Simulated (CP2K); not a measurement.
TiSi2 under changes of volume

One of the cells (14.162 Å³/atom); the others are scaled copies at fixed shape and fractional positions:

```
Ti Si
1.0
     4.77937    0.00000    0.00000
     2.64489    3.98082    0.00000
    -3.55269   -2.28777    2.23314
Ti Si
1 2
Cartesian
  0.0000 0.0000 0.0000
  4.9748 2.6675 0.0000
  2.4494 1.3134 0.0000
```

The cell comes from a database or a generator and needn't be the stable form of this composition.

* Program: CP2K 2026.2
* Functional: PBEsol
* Potentials or basis: POTENTIAL_UZH Ti GTH-PBE-q12, Si GTH-PBE-q4; TZVP-MOLOPT-PBE-GTH basis
* Density cutoff: 6123 eV
* k mesh: 12 × 12 × 12
* Occupations: fermi-dirac, width 0.05 eV
* Spin: no spin polarisation

| volume (Å³/atom) | energy over the lowest point (meV/atom) | pressure (GPa) | largest force (eV/Å) |
| --- | --- | --- | --- |
| 13.313 | 12.34 | 7.0 | 0.072 |
| 13.596 | ? | ? | ? |
| 13.879 | 0.00 | 0.2 | 0.099 |
| 14.162 | 2.24 | -2.7 | 0.112 |
| 14.446 | 9.34 | -5.3 | 0.124 |
| 14.729 | 20.79 | -7.6 | 0.136 |
| 15.012 | 36.15 | -9.7 | 0.148 |

Task: What does the run at 13.596 Å³/atom give?

Result: Energy over the lowest point 3.17 meV/atom; pressure 3.5 GPa; largest force 0.086 eV/Å.

Worked out: A Birch-Murnaghan fit of order 3 (a polynomial in V^(-2/3)) to the other rows has its minimum at 13.90 Å³/atom with B0 = V·E''(V) = 149 GPa and B' = 4.3 at fixed shape and positions, which overstates the stiffness. It gives 3.17 meV/atom at 13.596 Å³/atom, against the run's 3.17, and -dE/dV = 3.4 GPa, against 3.5.

Energies are extrapolated to zero smearing.

Caveats: the potentials were made for another functional, which shifts forces and pressure; the basis of atomic orbitals isn't converged, which shifts pressures, moduli and gaps.
